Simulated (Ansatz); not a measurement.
Hf3Si2: strain energy, fitted

Hf3Si2, P4/mbm, a = 6.976 Å, c = 3.607 Å. The structure is a Materials Project entry; whether it is the stable form wasn't checked. Ansatz: PBEsol, PAW, 420 eV, Γ-centred 6×6×10 mesh on 10 atoms, Gaussian smearing 0.10 eV; no spin polarisation. Series: uniaxial strain along c, with a, b and atoms relaxed; x is the strain in per cent. y is the free energy over the unstrained cell, V0 = 17.556 Å³/atom.

```tsv
x (%)	y (meV/atom)
-4.0	?
-2.0	3.89
0.0	0.00
2.0	3.13
4.0	12.54
```

Fit y = c2 x² + c3 x³ to the other rows, turn c2 into a modulus, and predict the missing energy.

Least squares on the rows shown. y = 0.8963 x² − 0.02872 x³. In eV per unit strain² c2 is 8.963; this is Young's modulus along the axis (E = ½ Y V0 ε²): 2 × 8.963 × 160.2 / (17.556) = 164 GPa. At x = -4.0 the fit asked for gives 16.18 meV/atom. The run gave 14.68 meV/atom, so the fit is 1.50 meV/atom too high, 10 % of the span of the series, against an rms of 0.14 meV/atom on the fitted rows. The row lies outside the fitted range. With a term in x⁴ added, a fit to the same known rows (none to spare) predicts 18.62 meV/atom, further off still.

Spin–orbit coupling is left out, which can shift energies with elements as heavy as these.

Cost: 5 runs of about 13 core-minutes in all, on Intel Xeon 6975P-C (Granite Rapids) (shared hosts).